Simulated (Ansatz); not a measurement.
Method: Ansatz 0.2.0, DFT PBE, scalar-relativistic, plane waves, PAW. Settings: cutoff 420 eV, Γ-centred meshes spaced at most about 0.3 Å⁻¹, and about 0.25 Å⁻¹ or finer for metals (2π included), Gaussian smearing. No spin polarisation in the final relaxations.

Temperature and zero-point effects are left out. All come from trial cells, and lower structures may exist.

Task: Which of these relaxed structures of Al is the lowest in energy?
A.

```cif
data_structure
_symmetry_space_group_name_H-M 'Immm'
_symmetry_Int_Tables_number 71
_cell_length_a 2.8039
_cell_length_b 5.5583
_cell_length_c 8.9320
_cell_angle_alpha 90.000
_cell_angle_beta 90.000
_cell_angle_gamma 90.000
_cell_volume 139.20
loop_
_atom_site_label
_atom_site_type_symbol
_atom_site_symmetry_multiplicity
_atom_site_Wyckoff_symbol
_atom_site_fract_x
_atom_site_fract_y
_atom_site_fract_z
_atom_site_occupancy
Al1 Al 4 g 0.00000 0.74266 0.00000 1
Al2 Al 4 j 0.00000 0.50000 0.72485 1
```

B.

```cif
data_structure
_symmetry_space_group_name_H-M 'Pm-3m'
_symmetry_Int_Tables_number 221
_cell_length_a 2.7217
_cell_length_b 2.7217
_cell_length_c 2.7217
_cell_angle_alpha 90.000
_cell_angle_beta 90.000
_cell_angle_gamma 90.000
_cell_volume 20.16
loop_
_atom_site_label
_atom_site_type_symbol
_atom_site_symmetry_multiplicity
_atom_site_Wyckoff_symbol
_atom_site_fract_x
_atom_site_fract_y
_atom_site_fract_z
_atom_site_occupancy
Al1 Al 1 b 0.50000 0.50000 0.50000 1
```

Result: A. It has space group Immm (No. 71); the next, B, with the simple cubic type, space group Pm-3m (No. 221), lies 291 meV/atom higher. Counting all near atoms (those within 1.25 times the shortest distance at each site; a plus sign parts nearer from farther groups; a slash parts the counts of unlike sites), the lowest has Al 10/8+4 and the next has Al 6.

Cells relaxed within their symmetry can be saddle points. The part of the Crystallography Open Database at hand lists Al in space groups No. 225, 229; no cell shown has one of them. Some structure types and database cells were kept out of the candidates from the start, so a known form may be missing.
